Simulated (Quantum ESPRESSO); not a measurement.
The system is PbSe (Clausthalite).

```
Pb Se
1.0
     0.00000    3.06065    3.06065
     3.06065    0.00000    3.06065
     3.06065    3.06065    0.00000
Pb Se
1 1
Cartesian
  0.0000 0.0000 0.0000
  3.0606 3.0606 3.0606
```

Base run:

| Quantity | Value |
| --- | --- |
| Program | Quantum ESPRESSO 7.5 |
| Functional | RPBE |
| Potentials or basis | SG15 PBE 1.2 |
| Cutoff | 952 eV |
| Density cutoff | 3810 eV |
| k mesh | 8 × 8 × 8 |
| Occupations | fermi-dirac, width 0.05 eV |
| Spin | no spin polarisation |

Its results: band gap on the k mesh 0.40 eV, direct; pressure 4.2 GPa.

**Question.** After a change of settings the same cell gave: band gap on the k mesh 0.06 eV, direct; pressure -1.7 GPa. Which change was it?
A. functional from RPBE to r2SCAN; k mesh from 8 × 8 × 8 to 6 × 6 × 6
B. functional from RPBE to LDA
C. functional from RPBE to AM05
D. functional from RPBE to HLE16

**Answer.** B.

LDA binds more tightly than RPBE, so the same cell stands under less pressure.

Caveats: the potentials were made for another functional, which shifts forces and pressure; spin-orbit coupling is left out, which as a rule narrows the gap of such compounds by several tenths of an eV.

Runs at the PBE level aren't shown here.
